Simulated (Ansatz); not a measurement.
**InP: relaxation of cell and atoms**

All numbers below come from Ansatz 0.2.0, DFT, PBE, PAW with Ansatz's default frozen-core files, scalar-relativistic.

Command: `ansatz run input.yaml --threads 1 --pin off --max-ram 2048MiB --backend cpu --events-out ev --progress --plain --runs-dir out` The run took about 10 s on 1 thread of a shared machine.

```yaml
crystal:
  lattice:
    - [0.0, 2.5708039839, 2.5708039839]
    - [2.5708039839, 0.0, 2.5708039839]
    - [2.5708039839, 2.5708039839, 0.0]
  atoms:
    - { symbol: In, position: [0.0, 0.0, 0.0] }
    - { symbol: P, position: [0.5, 0.5, 0.5] }
kpoints:
  mp_grid: { grid: [14, 14, 14] }
scf:
  occupations: { method: fermi_dirac, width: 0.08 }
hamiltonian:
  xc: pbe
  pseudopotentials: { kind: paw }
output:
  forces: true
  stress: true
relax:
  f_tol: 0.005
  max_steps: 80
  cell: {}
```

Spin–orbit coupling is left out, though it moves levels of the heavy atoms by tenths of an eV or more.

The cell is built from the rocksalt type as a first guess.

The cutoff is 420 eV; energies and pressures of the walk include the program's estimate of the Pulay term.

Each frame lists the cell vectors (Å), then Cartesian positions (Å); symmetry keeps all forces zero. Free energies count from the first step, -6352.9207 eV.

The walk took 8 evaluations in all; steps that aren't listed are left out.

Step 1: E = 0.0 meV, P = 28.20 GPa

```
cell 0.0000 2.5708 2.5708 2.5708 0.0000 2.5708 2.5708 2.5708 0.0000
In    0.0000    0.0000    0.0000
P     2.5708    2.5708    2.5708
```

Step 2: E = -534.9 meV, P = 7.30 GPa

```
cell 0.0000 2.6961 2.6961 2.6961 0.0000 2.6961 2.6961 2.6961 0.0000
In    0.0000    0.0000    0.0000
P     2.6961    2.6961    2.6961
```

Step 3: E = -596.8 meV, P = 2.03 GPa

```
cell 0.0000 2.7460 2.7460 2.7460 0.0000 2.7460 2.7460 2.7460 0.0000
In    0.0000    0.0000    0.0000
P     2.7460    2.7460    2.7460
```

Step 4: E = -602.9 meV, P = 0.25 GPa

```
cell 0.0000 2.7663 2.7663 2.7663 0.0000 2.7663 2.7663 2.7663 0.0000
In    0.0000    0.0000    0.0000
P     2.7663    2.7663    2.7663
```

(1) How does the relaxation end?

Answers

(1) It converges, with a = 5.541 Å, b = 5.541 Å, c = 5.541 Å, α = 90.00°, β = 90.00°, γ = 90.00° (conventional cell, space group Fm-3m). The last solve (on a basis chosen afresh for the final cell, so its energy is not quite comparable) gives E = -607.8 meV, P = 0.00 GPa:
```
cell 0.0000 2.7706 2.7706 2.7706 0.0000 2.7706 2.7706 2.7706 0.0000
In    0.0000    0.0000    0.0000
P     2.7706    2.7706    2.7706
```
